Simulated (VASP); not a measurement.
Si:

```
Si
1.0
     0.00000    2.71356    2.71356
     2.71356    0.00000    2.71356
     2.71356    2.71356    0.00000
Si
2
Direct
  0.75000 0.75000 0.75000
  0.50000 0.50000 0.50000
```

Base run:

* Program: VASP 6.6.1
* Functional: PBEsol
* Potentials or basis: VASP PAW PBE potentials, release 64 (Si)
* Cutoff: 520 eV
* k mesh: 6 × 6 × 6
* Occupations: gaussian, width 0.03 eV
* Spin: no spin polarisation

Its results: band gap on the k mesh 0.58 eV, indirect (least direct gap 2.51 eV); pressure 0.5 GPa.

Q: The run is repeated on the same cell with these changes: functional from PBEsol to PBE; further incar settings from ALGO = Normal; EDIFF = 1e-07; NBANDS = 11 to ALGO = Normal; EDIFF = 1e-06; NBANDS = 11. What comes out?

A: Band gap on the k mesh 0.70 eV, indirect (least direct gap 2.56 eV); pressure 2.2 GPa.

Caveats: the PAW data sets were made with another functional, which shifts forces and pressure a little (some runs).

A k mesh can miss the band edges.

Not every run made on this cell is shown here.
